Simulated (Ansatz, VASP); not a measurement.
**Mg: VASP beside Ansatz**

File INCAR:

```
ALGO     = Normal         # electronic algorithm
EDIFF    = 1E-7           # SCF threshold, eV
ENCUT    = 520            # plane-wave cutoff, eV
GGA      = PE             # functional
ISIF     = 2              # what is computed and relaxed
ISMEAR   = 0              # smearing method
LASPH    = True           # aspherical terms in the spheres
LCHARG   = True           # write CHGCAR
LELF     = True           # ELF
LREAL    = False          # projectors in reciprocal space
LVHAR    = True         
LWAVE    = False          # write WAVECAR
NBANDS   = 7              # bands
NELM     = 100            # most SCF steps
PREC     = Accurate       # precision mode
SIGMA    = 0.15           # smearing width, eV
```

File KPOINTS:

```
k-points
0
Gamma
  20 20 20
```

File POSCAR:

```
Mg
1.0
   -1.7727644967      1.7727644967      1.7727644967
    1.7727644967     -1.7727644967      1.7727644967
    1.7727644967      1.7727644967     -1.7727644967
Mg
1
Direct
    0.0000000000      0.0000000000      0.0000000000
```

Input for Ansatz:

```yaml
crystal:
  lattice:
    - [-1.7727644967, 1.7727644967, 1.7727644967]
    - [1.7727644967, -1.7727644967, 1.7727644967]
    - [1.7727644967, 1.7727644967, -1.7727644967]
  atoms:
    - { symbol: Mg, position: [0.0, 0.0, 0.0] }
basis:
  ecutwfc: 420
kpoints:
  mp_grid: { grid: [20, 20, 20] }
hamiltonian:
  xc: pbe
scf:
  occupations: { method: gaussian, width: 0.15 }
output:
  forces: true
  stress: true
  eigenvalues: true
  write_density: true
  write_potential: true
  elf: true
  volumetric_format: npy
```

This isn't the form of Mg at room conditions, which is hcp.

Alike in both runs: task single point; functional PBE; k mesh 20 × 20 × 20; occupations gaussian, width 0.15 eV; no spin polarisation.

```csv
,VASP,Ansatz
version,VASP 6.6.1,Ansatz 0.2.0
potentials or method,"VASP PAW PBE potentials, release 64 (Mg)","scalar-relativistic, plane waves, PAW"
plane-wave cutoff (eV),520,420
valence electrons in the cell,2,10
```

```csv
,VASP,Ansatz,Ansatz less VASP
gap on the k mesh at the Fermi level (eV),none,none,-
pressure (GPa),0.9,1.0,+0.13
```

A gap of «none» marks a metal or a gap that the smearing closes. The two sets of potentials don't hold the same shells in valence.
